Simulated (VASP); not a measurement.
# SiC (P6_3mc) in VASP: further runs

Aim: see how the results for SiC move with the level of theory and the settings. Levels: PBE+D4, PBE+rVV10, PBE+TS, PBE+MBD. Tasks: relaxation of cell and atoms.

All numbers are computed with VASP 6.6.1; they aren't measurements. Logs are shortened: lines on timing, memory, paths and dates and some standing lists are left out, and cuts for length are marked.

### 1 Starting point

It takes space group P6_3mc (No. 186, hexagonal). The conventional cell has a = 3.076 Å, b = 3.076 Å, c = 10.071 Å, α = 90.00°, β = 90.00°, γ = 120.00°. Around Si (site symmetry 3m) lie 4 C at 1.88 to 1.89 Å. Si (site symmetry 3m) has 4 C at 1.88 to 1.89 Å as nearest neighbours. Around C (site symmetry 3m) lie 4 Si at 1.88 to 1.89 Å. C (site symmetry 3m) is surrounded by 4 Si at 1.88 to 1.89 Å.

The cell is a database's computed one.

### 2 Relaxation of cell and atoms, PBE+D4

INCAR

```
PREC     = Accurate       # precision mode
ENCUT    = 600            # plane-wave cutoff, eV
EDIFF    = 1E-6           # SCF threshold, eV
ISMEAR   = -1             # smearing method
SIGMA    = 0.05           # smearing width, eV
LREAL    = False          # projectors in reciprocal space
LASPH    = True           # aspherical terms in the spheres
NELM     = 60             # most SCF steps
ALGO     = Normal         # electronic algorithm
ISIF     = 3              # what is computed and relaxed
LWAVE    = False          # write WAVECAR
LCHARG   = False          # write CHGCAR
GGA      = PE             # functional
IVDW     = 13             # dispersion correction
IBRION   = 2              # ionic algorithm
NSW      = 60             # ionic steps
EDIFFG   = -0.01          # ionic threshold
```

KPOINTS

```
Automatic mesh
0
Gamma
  10 10 3
```

POSCAR

```
SiC
1.0
    3.0756941497      0.0000000000      0.0000000000
   -1.5378470748      2.6636292679      0.0000000000
    0.0000000000      0.0000000000     10.0706464800
Si C
4 4
Direct
    0.0000000000      0.0000000000      0.1878943800
    0.0000000000      0.0000000000      0.6878943800
    0.3333333333      0.6666666667      0.4378419800
    0.6666666667      0.3333333333      0.9378419800
    0.0000000000      0.0000000000      0.0004600500
    0.0000000000      0.0000000000      0.5004600500
    0.3333333333      0.6666666667      0.2498025900
    0.6666666667      0.3333333333      0.7498025900
```

Potentials or basis: VASP PAW PBE potentials, release 64 (Si, C).

Launch:

```
$ cat potpaw_PBE.64/Si/POTCAR potpaw_PBE.64/C/POTCAR > POTCAR
$ mpirun -np 1 vasp_std > vasp.out
```

OUTCAR:

```text
PREC = Accurate
   ENCUT = 600
   EDIFF = 1E-6
   ISMEAR = -1
   LREAL = False
   LASPH = True
   NELM = 60
   ISIF = 3
   GGA = PE
   IVDW = 13
   IBRION = 2
   NSW = 60
   EDIFFG = -0.01

 ion  position               nearest neighbor table
   1  0.000  0.000  0.188-   7 1.88   7 1.88   7 1.88   5 1.89   3 3.08   3 3.08   3 3.08   4 3.08
                             4 3.08   4 3.08
   2  0.000  0.000  0.688-   8 1.88   8 1.88   8 1.88   6 1.89   4 3.08   4 3.08   4 3.08   3 3.08
                             3 3.08   3 3.08
   3  0.333  0.667  0.438-   6 1.88   6 1.88   6 1.88   7 1.89   1 3.08   1 3.08   1 3.08   2 3.08
                             2 3.08   2 3.08
   4  0.667  0.333  0.938-   5 1.88   5 1.88   5 1.88   8 1.89   2 3.08   2 3.08   2 3.08   1 3.08
                             1 3.08   1 3.08
   5  0.000  0.000  0.000-   4 1.88   4 1.88   4 1.88   1 1.89
   6  0.000  0.000  0.500-   3 1.88   3 1.88   3 1.88   2 1.89
   7  0.333  0.667  0.250-   1 1.88   1 1.88   1 1.88   3 1.89
   8  0.667  0.333  0.750-   2 1.88   2 1.88   2 1.88   4 1.89

  LATTYP: Found a hexagonal cell.
 ALAT       =     3.0756941497
 C/A-ratio  =     3.2742678530

  Lattice vectors:

 A1 = (   3.0756941497,   0.0000000000,   0.0000000000)
 A2 = (  -1.5378470748,   2.6636292679,   0.0000000000)
 A3 = (   0.0000000000,   0.0000000000,  10.0706464800)

Analysis of symmetry for initial positions (statically):
=====================================================================
 Subroutine PRICEL returns:
 Original cell was already a primitive cell.

 Routine SETGRP: Setting up the symmetry group for a
 hexagonal supercell.

 Subroutine GETGRP returns: Found 12 space group operations
 (whereof  6 operations were pure point group operations)
 out of a pool of 24 trial point group operations.

The static configuration has the point symmetry C_3v.
 The point group associated with its full space group is C_6v.

Analysis of symmetry for dynamics (positions and initial velocities):
=====================================================================
 Subroutine PRICEL returns:
 Original cell was already a primitive cell.

 Routine SETGRP: Setting up the symmetry group for a
 hexagonal supercell.

 Subroutine GETGRP returns: Found 12 space group operations
 (whereof  6 operations were pure point group operations)
 out of a pool of 24 trial point group operations.

The dynamic configuration has the point symmetry C_3v.
 The point group associated with its full space group is C_6v.

 Subroutine INISYM returns: Found 12 space group operations
 (whereof  6 operations are pure point group operations),
 and found     1 'primitive' translations

----------------------------------------------------------------------------------------

                                     Primitive cell

  volume of cell :      82.5039

  direct lattice vectors                    reciprocal lattice vectors
     3.075694150  0.000000000  0.000000000     0.325129857  0.187713811  0.000000000
    -1.537847075  2.663629268  0.000000000     0.000000000  0.375427621  0.000000000
     0.000000000  0.000000000 10.070646480     0.000000000  0.000000000  0.099298491

  length of vectors
     3.075694150  3.075694150 10.070646480     0.375427621  0.375427621  0.099298491

  position of ions in fractional coordinates (direct lattice)
     0.000000000  0.000000000  0.187894380
     0.000000000  0.000000000  0.687894380
     0.333333333  0.666666667  0.437841980
     0.666666667  0.333333333  0.937841980
     0.000000000  0.000000000  0.000460050
     0.000000000  0.000000000  0.500460050
     0.333333333  0.666666667  0.249802590
     0.666666667  0.333333333  0.749802590

  ion indices of the primitive-cell ions
   primitive index   ion index
                 1           1
                 2           2
                 3           3
                 4           4
                 5           5
                 6           6
                 7           7
                 8           8

----------------------------------------------------------------------------------------

 KPOINTS: Automatic mesh

Automatic generation of k-mesh.
 Grid dimensions read from file:
 generate k-points for:   10   10    3

 Generating k-lattice:

  Cartesian coordinates                     Fractional coordinates (reciprocal lattice)
     0.032512986  0.018771381  0.000000000     0.100000000  0.000000000  0.000000000
     0.000000000  0.037542762  0.000000000     0.000000000  0.100000000  0.000000000
     0.000000000  0.000000000  0.033099497     0.000000000  0.000000000  0.333333333

  Length of vectors
     0.037542762  0.037542762  0.033099497

  Shift w.r.t. Gamma in fractional coordinates (k-lattice)
     0.000000000  0.000000000  0.000000000

 Subroutine IBZKPT returns following result:
 ===========================================

 Found     28 irreducible k-points:

 Following reciprocal coordinates:
            Coordinates               Weight
  0.000000  0.000000  0.000000      1.000000
  0.100000  0.000000  0.000000      6.000000
  0.200000  0.000000  0.000000      6.000000
  0.300000  0.000000  0.000000      6.000000
  0.400000  0.000000  0.000000      6.000000
  0.500000  0.000000  0.000000      3.000000
[... 16 lines left out ...]
  0.300000  0.100000  0.333333     24.000000
  0.400000  0.100000  0.333333     24.000000
 [... further k-points ...]
   k-points           NKPTS =     28   k-points in BZ     NKDIM =     28   number of bands    NBANDS=     21
   number of dos      NEDOS =    301   number of ions     NIONS =      8
   total plane-waves  NPLWV =  62720
   dimension x,y,z NGX =    28 NGY =   28 NGZ =   80
   dimension x,y,z NGXF=    56 NGYF=   56 NGZF=  160
   ions per type =               4   4
   NGX,Y,Z   is equivalent  to a cutoff of  15.13, 15.13, 13.21 a.u.
   NGXF,Y,Z  is equivalent  to a cutoff of  30.27, 30.27, 26.41 a.u.
 SYSTEM =  unknown system
   PREC   = accura    normal or accurate (medium, high low for compatibility)
   ISTART =      0    job   : 0-new  1-cont  2-samecut
   ICHARG =      2    charge: 1-file 2-atom 10-const
   ISPIN  =      1    spin polarized calculation?
   LNONCOLLINEAR =      F non collinear calculations
   LSORBIT =      F    spin-orbit coupling
   LASPH  =      T    aspherical Exc in radial PAW
   ENCUT  =  600.0 eV  44.10 Ry    6.64 a.u.   6.14  6.14 20.11*2*pi/ulx,y,z
   NELM   =     60;   NELMIN=  2; NELMDL= -5     # of ELM steps
   EDIFF  = 0.1E-05   stopping-criterion for ELM
   LREAL  =      F    real-space projection
   EDIFFG = -.1E-01   stopping-criterion for IOM
   NSW    =     60    number of steps for IOM
   IBRION =      2    ionic relax: 0-MD 1-quasi-New 2-CG
   NFREE  =      1    steps in history (QN), initial steepest desc. (CG)
   ISIF   =      3    stress and relaxation
   ISYM   =      2    0-nonsym 1-usesym 2-fastsym
   POTIM  = 0.5000    time-step for ionic-motion
   TEBEG  =    0.0;   TEEND  =   0.0 temperature during run
   PSTRESS=    0.0 pullay stress
   NELECT =      32.0000    total number of electrons
   NUPDOWN=      -1.0000    fix difference up-down
   EMIN   =  10.00;   EMAX   =-10.00  energy-range for DOS
   EFERMI =   0.00;   METHOD = LEGACY
   ISMEAR =    -1;   SIGMA  =   0.05  broadening in eV -4-tet -1-fermi 0-gaus
   EFERMI_NEDOS =   21; number of points for ismear=-14 and -15
   IALGO  =     38    algorithm
   IMIX   =      4    mixing-type and parameters
     AMIX     =   0.40;   BMIX     =  1.00
     AMIX_MAG =   1.60;   BMIX_MAG =  1.00
  volume/ion in A,a.u.               =      10.31        69.60
  Fermi-wavevector in a.u.,A,eV,Ry     =   1.193897  2.256138 19.393597  1.425389
  Thomas-Fermi vector in A             =   2.329900
   LORBIT       =      0    0 simple, 1 ext, 2 COOP (PROOUT), +10 PAW based schemes
   GGA     = PE    functional components
   LHFCALC =     F    Hartree Fock is set to
   AEXX    =    0.0000 exact exchange contribution
   IVDW    =    13    specifies the selected vdW correction
   LEPSILON=     F    determine dielectric tensor
   LRPA    =     F    only Hartree local field effects (RPA)
 conjugate gradient relaxation of ions
 non-spin polarized calculation
  energy-cutoff  :      600.00
  volume of cell :       82.50
 maximum number of plane-waves:      2776
 NGX is ok and might be reduce to    28
   NGX = 13   NGY = 13   NGZ = 41

--------------------------------------- Ionic step        1  -------------------------------------------

 number of electron      32.0000001 magnetization

 Free energy of the ion-electron system (eV)
  ---------------------------------------------------
  ext. energy  EPLUGINS =         0.00000000
  ---------------------------------------------------
  free energy    TOTEN  =       -60.23672858 eV

  energy without entropy =      -60.23672858  energy(sigma->0) =      -60.23672858

------------------------ aborting loop because EDIFF is reached ----------------------------------------

  DFT-D4 for vdW energy calculation

  Edisp (eV):   -2.63894

  FORCE on cell =-STRESS in cart. coord.  units (eV):
  Direction    XX          YY          ZZ          XY          YZ          ZX
  --------------------------------------------------------------------------------------
  -------------------------------------------------------------------------------------
  Total      -0.25831    -0.25831    -0.30602    -0.00000     0.00000     0.00000
  in kB      -5.01626    -5.01626    -5.94267    -0.00000     0.00000     0.00000
  external pressure =       -5.33 kB  Pullay stress =        0.00 kB
[... 73 lines left out ...]
  energy  without entropy=      -62.8756539313  energy(sigma->0) =      -62.87565393

--------------------------------------- Ionic step        3  -------------------------------------------

 number of electron      32.0000001 magnetization

 Free energy of the ion-electron system (eV)
  ---------------------------------------------------
  ext. energy  EPLUGINS =         0.00000000
  ---------------------------------------------------
  free energy    TOTEN  =       -60.23166661 eV

  energy without entropy =      -60.23166661  energy(sigma->0) =      -60.23166661

 E-fermi :   9.2335     XC(G=0): -11.3780

 val. band max:        8.2377579158   @ k =   0.0000   0.0000   0.0000
 cond. band min:      10.4648267839   @ k =   0.5000   0.0000   0.0000
 fundamental gap:      2.2270688681
 Fermi energy:         9.2334629717

 k-point     1 :       0.0000    0.0000    0.0000
  band No.  band energies     occupation
      1      -7.2875      2.00000
      2      -6.1051      2.00000
      3      -6.0683      2.00000
      4      -3.7007      2.00000
      5      -0.4032      2.00000
      6       3.8475      2.00000
[... 550 lines left out ...]
      5       0.0786      2.00000
      6       0.4343      2.00000
[... 13 lines left out ...]
     20      13.1506      0.00000
     21      14.3047      0.00000

 [... further k-points ...]

------------------------ aborting loop because EDIFF is reached ----------------------------------------

  DFT-D4 for vdW energy calculation

  Edisp (eV):   -2.64434

  FORCE on cell =-STRESS in cart. coord.  units (eV):
  Direction    XX          YY          ZZ          XY          YZ          ZX
  --------------------------------------------------------------------------------------
  -------------------------------------------------------------------------------------
  Total       0.00686     0.00686    -0.00427     0.00000    -0.00000     0.00000
  in kB       0.13359     0.13359    -0.08312     0.00000    -0.00000     0.00000
  external pressure =        0.06 kB  Pullay stress =        0.00 kB
[... 23 lines left out ...]
  FREE ENERGIE OF THE ION-ELECTRON SYSTEM (eV)
  ---------------------------------------------------
  free  energy   TOTEN  =       -62.8760066375 eV

  energy  without entropy=      -62.8760066374  energy(sigma->0) =      -62.87600664

 reached required accuracy - stopping structural energy minimisation
```

Wall time 1.7 min (1 thread of Intel Xeon Platinum 8488C (Sapphire Rapids), shared host); peak memory 0.25 GiB.

What came out:

```yaml
Free_energy: -62.8760 eV
Relaxed_volume: 10.29 Å³/atom
Relaxed_cell: a = 3.073 Å, b = 3.073 Å, c = 10.061 Å, α = 90.00°, β = 90.00°, γ = 120.00°
Space_group_after_relaxing_to_0.05_Å: P6_3mc (No. 186)
Energy_gained_by_relaxing: 0.0 meV/atom
Ionic_steps: 3
Pressure_after_relaxing: 0.0 GPa
Band_gap_on_the_k_mesh: 2.23 eV, indirect (least direct gap 3.35 eV)
Dispersion_energy_per_atom: -0.331 eV
```

Forces on the atoms (eV/Å):
```
Si   0.000  0.000  0.002
Si   0.000  0.000  0.002
Si   0.000  0.000  0.000
Si   0.000  0.000  0.000
C    0.000  0.000 -0.002
C    0.000  0.000 -0.002
C    0.000  0.000  0.000
C    0.000  0.000  0.000
```

The path:
```tsv
step	energy change (eV)	largest force (eV/Å)	pressure (GPa)	volume (Å³)
1	0.0000	0.0030	-0.53	82.50
2	0.0000	0.0032	0.56	82.10
3	-0.0003	0.0022	0.01	82.30
```

Final structure:
```cif
data_structure
_symmetry_space_group_name_H-M 'P 1'
_symmetry_Int_Tables_number 1
_cell_length_a 3.0733
_cell_length_b 3.0733
_cell_length_c 10.0614
_cell_angle_alpha 90.000
_cell_angle_beta 90.000
_cell_angle_gamma 120.000
_cell_volume 82.30
loop_
_atom_site_label
_atom_site_type_symbol
_atom_site_fract_x
_atom_site_fract_y
_atom_site_fract_z
_atom_site_occupancy
Si1 Si 0.00000 0.00000 0.18790 1
Si2 Si 0.00000 0.00000 0.68790 1
Si3 Si 0.33333 0.66667 0.43784 1
Si4 Si 0.66667 0.33333 0.93784 1
C1 C 0.00000 0.00000 0.00045 1
C2 C 0.00000 0.00000 0.50045 1
C3 C 0.33333 0.66667 0.24981 1
C4 C 0.66667 0.33333 0.74981 1
```

Caveat: an odd mesh through Γ misses points on the zone boundary, where band edges often lie.

### 3 Relaxation of cell and atoms, PBE+rVV10

INCAR

```
  PREC = Accurate
  ENCUT = 600
  EDIFF = 1E-7
  ISMEAR = -1
  SIGMA = 0.05
  LREAL = False
  LASPH = True
  NELM = 100
  ALGO = Normal
  ISIF = 3
  LWAVE = False
  LCHARG = False
  GGA = PE
  LUSE_VDW = True
  IVDW_NL = 2
  BPARAM = 10.0
  CPARAM = 0.0093
  IBRION = 2
  NSW = 60
  EDIFFG = -0.005
```

KPOINTS

```
regular mesh
0
Gamma
  10 10 3
```

POSCAR is that of step 2.

Potentials or basis: VASP PAW PBE potentials, release 64 (Si, C).

Launch:

```
$ cat potpaw_PBE.64/Si/POTCAR potpaw_PBE.64/C/POTCAR > POTCAR
$ mpirun -np 1 vasp_std > vasp.out
```

OUTCAR:

```text
PREC = Accurate
   ENCUT = 600
   EDIFF = 1E-7
   ISMEAR = -1
   LREAL = False
   LASPH = True
   NELM = 100
   ISIF = 3
   GGA = PE
   IVDW_NL = 2
   BPARAM = 10.0
   IBRION = 2
   NSW = 60
   EDIFFG = -0.005

 ion  position               nearest neighbor table
   1  0.000  0.000  0.188-   7 1.88   7 1.88   7 1.88   5 1.89   3 3.08   3 3.08   3 3.08   4 3.08
                             4 3.08   4 3.08
   2  0.000  0.000  0.688-   8 1.88   8 1.88   8 1.88   6 1.89   4 3.08   4 3.08   4 3.08   3 3.08
                             3 3.08   3 3.08
   3  0.333  0.667  0.438-   6 1.88   6 1.88   6 1.88   7 1.89   1 3.08   1 3.08   1 3.08   2 3.08
                             2 3.08   2 3.08
   4  0.667  0.333  0.938-   5 1.88   5 1.88   5 1.88   8 1.89   2 3.08   2 3.08   2 3.08   1 3.08
                             1 3.08   1 3.08
   5  0.000  0.000  0.000-   4 1.88   4 1.88   4 1.88   1 1.89
   6  0.000  0.000  0.500-   3 1.88   3 1.88   3 1.88   2 1.89
[... 299 lines left out ...]

 E-fermi :   9.0806     XC(G=0): -11.3472

 val. band max:        8.0586113921   @ k =   0.0000   0.0000   0.0000
 cond. band min:      10.2405696341   @ k =   0.5000   0.0000   0.0000
 fundamental gap:      2.1819582420
 Fermi energy:         9.0806232020

 k-point     1 :       0.0000    0.0000    0.0000
  band No.  band energies     occupation
      1      -7.3563      2.00000
      2      -6.1870      2.00000
      3      -6.1517      2.00000
      4      -3.8187      2.00000
      5      -0.5159      2.00000
      6       3.6867      2.00000
[... 565 lines left out ...]
     20      12.8898      0.00000
     21      14.0071      0.00000

 [... further k-points ...]

------------------------ aborting loop because EDIFF is reached ----------------------------------------

  FORCE on cell =-STRESS in cart. coord.  units (eV):
  Direction    XX          YY          ZZ          XY          YZ          ZX
  --------------------------------------------------------------------------------------
  -------------------------------------------------------------------------------------
  Total       -0.0062279     -0.0062279      0.0157774     -0.0000000      0.0000000     -0.0000000
  in kB       -0.1193478     -0.1193478      0.3023495     -0.0000000      0.0000000     -0.0000000
  external PRESSURE =       0.0212180 kB  Pullay stress =       0.0000000 kB
[... 23 lines left out ...]
  FREE ENERGIE OF THE ION-ELECTRON SYSTEM (eV)
  ---------------------------------------------------
  free  energy   TOTEN  =       -59.7092308979 eV

  energy  without entropy=      -59.7092308979  energy(sigma->0) =      -59.70923090

 reached required accuracy - stopping structural energy minimisation
```

OSZICAR:

```text
N       E                     dE             d eps       ncg     rms          rms(c)
DAV:   1     0.105655356123E+03    0.10566E+03   -0.16366E+04  1176   0.155E+03
[... 26 lines left out ...]
DAV:   2    -0.597101584946E+02    0.33947E-02   -0.74848E-03  1401   0.517E-01    0.249E-01
DAV:   3    -0.597093300978E+02    0.82840E-03   -0.23020E-03  1384   0.248E-01    0.492E-02
DAV:   4    -0.597092411946E+02    0.88903E-04   -0.23007E-04  1421   0.790E-02    0.226E-02
DAV:   5    -0.597092296384E+02    0.11556E-04   -0.17168E-05  1371   0.236E-02    0.188E-02
DAV:   6    -0.597092315496E+02   -0.19112E-05   -0.16085E-06  1444   0.755E-03    0.107E-02
DAV:   7    -0.597092309100E+02    0.63959E-06   -0.69986E-07  1397   0.395E-03    0.169E-03
DAV:   8    -0.597092308979E+02    0.12113E-07   -0.19008E-08   863   0.964E-04
   3 F= -.59709231E+02 E0= -.59709231E+02  d E =-.996005E-02
```

Wall time 5.4 min (1 thread of Intel Xeon Platinum 8488C (Sapphire Rapids), shared host); peak memory 0.46 GiB.

Results:

```
Free energy                            : -59.7092 eV
Relaxed volume                         : 10.45 Å³/atom
Relaxed cell                           : a = 3.089 Å, b = 3.089 Å, c = 10.114 Å, α = 90.00°, β = 90.00°, γ = 120.00°
Space group after relaxing (to 0.05 Å) : P6_3mc (No. 186)
Energy gained by relaxing              : 1.2 meV/atom
Ionic steps                            : 3
Pressure after relaxing                : 0.0 GPa
Largest force after relaxing           : 0.005 eV/Å
Band gap on the k mesh                 : 2.18 eV, indirect (least direct gap 3.30 eV)
```

Forces on the atoms (eV/Å):
```
Si   0.000  0.000 -0.001
Si   0.000  0.000 -0.001
Si   0.000  0.000  0.005
Si   0.000  0.000  0.005
C    0.000  0.000 -0.002
C    0.000  0.000 -0.002
C    0.000  0.000 -0.002
C    0.000  0.000 -0.002
```

The path:
```csv
step,energy change (eV),largest force (eV/Å),pressure (GPa),volume (Å³)
1,0.0000,0.0054,2.94,82.50
2,0.0009,0.0148,-2.92,84.78
3,-0.0100,0.0048,0.00,83.61
```

Final structure:
```
CELL_PARAMETERS angstrom
3.08947 0.00000 0.00000
-1.54473 2.67556 0.00000
0.00000 0.00000 10.11440
ATOMIC_POSITIONS crystal
Si 0.00000 0.00000 0.18789
Si 0.00000 0.00000 0.68789
Si 0.33333 0.66667 0.43783
Si 0.66667 0.33333 0.93783
C 0.00000 0.00000 0.00046
C 0.00000 0.00000 0.50046
C 0.33333 0.66667 0.24981
C 0.66667 0.33333 0.74981
```

Caveat: an odd mesh through Γ misses points on the zone boundary, where band edges often lie.

(Part 1 of 2 ends here.)
